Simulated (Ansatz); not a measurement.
## Is this Ga2As stable against decomposition?

Level of theory: DFT PBE, scalar-relativistic, plane waves, PAW in Ansatz 0.2.0. All cells share a 420 eV cutoff and Γ-centred k meshes spaced at most about 0.3 Å⁻¹ (about 0.25 or finer for metals, 2π included). No spin polarisation.

The zero of energy is the elements' standard structures at the same level; no fitted shifts are applied.

All energies are static (0 K, no zero-point motion). In Ga2As I4/mmm an odd number of electrons in the primitive cell allows no gap without spin; a larger cell or a magnetic state could open one. The reference form of As is held partly by dispersion forces, which this level lacks.

The competitors are the elements and 1 reference phase of this chemical system (from databases or known types: GaAs), relaxed at the same level; other known phases may be missing.

The candidate was reached from: random cell.

```yaml
crystal:
  lattice:
    - [-2.44247, 2.44247, 2.85964]
    - [2.44247, -2.44247, 2.85964]
    - [2.44247, 2.44247, -2.85964]
  atoms:
    - { symbol: Ga, position: [0.75000, 0.25000, 0.50000] }
    - { symbol: Ga, position: [0.25000, 0.75000, 0.50000] }
    - { symbol: As, position: [0.50000, 0.50000, 0.00000] }
```

Task: Where does it stand against these competitors?

Result: Not stable. Its formation energy is 0.070 eV/atom. The lowest competing mixture at this composition is this:

| phase | space group | source | share of atoms | ΔE_f (eV/atom) |
| --- | --- | --- | --- | --- |
| Ga | - | element | 0.3333 | -0.0013 |
| GaAs | F-43m (No. 216) | COD | 0.6667 | -0.352 |

The lowest database cell of Ga (-0.0013) lies slightly below the reference, hence the non-zero entry.

The mixture lies at -0.235 eV/atom, and the candidate lies 0.30 eV/atom above it (0.31 eV/atom from unrounded values). The candidate matches no cell in the subsets of the Crystallography Open Database and the Materials Project at hand. A phase this far over the hull is unlikely to be made.
